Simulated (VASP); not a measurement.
Here is a VASP 6.6.1 calculation.

INCAR

```
SYSTEM = Li2O
PREC = Accurate
ENCUT = 600
EDIFF = 1E-7
ISMEAR = 0
SIGMA = 0.02
LREAL = .FALSE.
LASPH = .TRUE.
NELM = 100
ALGO = Normal
ISIF = 3
LWAVE = .FALSE.
LCHARG = .FALSE.
GGA = PE
IVDW = 12
IBRION = 2
NSW = 70
EDIFFG = -0.005
```

The input KPOINTS:

```
regular mesh
0
G
  8 8 8
  0 0 0
```

POSCAR

```
Li2O
1.0
    0.0000000000      2.3130253907      2.3130253907
    2.3130253907      0.0000000000      2.3130253907
    2.3130253907      2.3130253907      0.0000000000
Li O
2 1
Direct
    0.2500000000      0.2500000000      0.2500000000
    0.7500000000      0.7500000000      0.7500000000
    0.0000000000      0.0000000000      0.0000000000
```

Potentials or basis: VASP PAW PBE potentials, release 64 (Li_sv, O).

The run is started by

```bash
$ cat potpaw_PBE.64/Li_sv/POTCAR potpaw_PBE.64/O/POTCAR > POTCAR
$ mpirun -np 1 vasp_std > vasp.out
```

Task: Estimate the relaxed cell.

Result: a = 3.196 Å, b = 3.196 Å, c = 3.196 Å, α = 60.00°, β = 60.00°, γ = 60.00°.

Task: Estimate the dispersion energy per atom.

Result: -0.282 eV.

Task: Estimate the relaxed volume.

Result: 7.70 Å³/atom.

Task: Estimate the band gap on the k mesh.

Result: 5.10 eV, indirect (least direct gap 5.77 eV).

Final structure:
```
CELL_PARAMETERS angstrom
0.00000 2.26020 2.26020
2.26020 0.00000 2.26020
2.26020 2.26020 0.00000
ATOMIC_POSITIONS crystal
Li 0.25000 0.25000 0.25000
Li 0.75000 0.75000 0.75000
O 0.00000 0.00000 0.00000
```

Caveat: the cutoff is under 1.25 times the usual one of these potentials, so pressure, stress and relaxed cells hold a basis-set (Pulay) error. A k mesh can miss the band edges.
